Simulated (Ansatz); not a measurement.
SiC (Moissanite) under changes of volume

One of the cells (10.341 Å³/atom); the others are scaled copies at fixed shape and fractional positions:

```
Si C
1.0
     3.07600    0.00000    0.00000
    -1.53800    2.66389    0.00000
     0.00000    0.00000    5.04800
Si C
2 2
Direct
  0.66667 0.33333 0.50000
  0.33333 0.66667 0.00000
  0.66667 0.33333 0.88500
  0.33333 0.66667 0.38500
```

| Item | Value |
| --- | --- |
| Program | Ansatz 0.2.0 |
| Functional | r2SCAN |
| Dispersion | D4 |
| Potentials or basis | Ansatz PAW |
| Cutoff | 500 eV (not typed: the program's choice for these potentials) |
| k mesh | 10 × 10 × 5 |
| Occupations | fermi-dirac, width 0.05 eV |
| Spin | no spin polarisation |

```tsv
volume (Å³/atom)	energy over the lowest point (meV/atom)	pressure (GPa)	gap on the mesh (eV)	largest force (eV/Å)
9.721	?	?	?	?
9.927	9.03	8.6	2.80	0.836
10.134	1.31	3.4	2.83	0.801
10.341	0.00	-1.3	2.85	0.767
10.548	4.50	-5.6	2.88	0.735
10.755	14.26	-9.5	2.90	0.705
10.961	28.78	-13.0	2.89	0.676
```

Problem. What does the run at 9.721 Å³/atom give?

Solution. Energy over the lowest point 23.83 meV/atom; pressure 14.4 GPa; gap on the mesh 2.77 eV; largest force 0.873 eV/Å.

Worked out: A Birch-Murnaghan fit of order 3 (a polynomial in V^(-2/3)) to the other rows has its minimum at 10.28 Å³/atom with B0 = V·E''(V) = 229 GPa and B' = 3.7 at fixed shape and positions, which overstates the stiffness. It gives 23.69 meV/atom at 9.721 Å³/atom, against the run's 23.83, and -dE/dV = 14.3 GPa, against 14.4. A parabola through the other rows of the gap, of slope 2.19 eV per unit of ln V there, extrapolates to 2.75 eV, against the run's 2.77.

Energies are extrapolated to zero smearing.

Caveats: odd divisions of the mesh miss points on the zone boundary, where band edges often lie, so the gap on the mesh can be too wide; the PAW data sets come from PBE, with cores solved anew for the run's functional, which leaves a small shift of forces and pressure.

A mesh can miss the band edges.
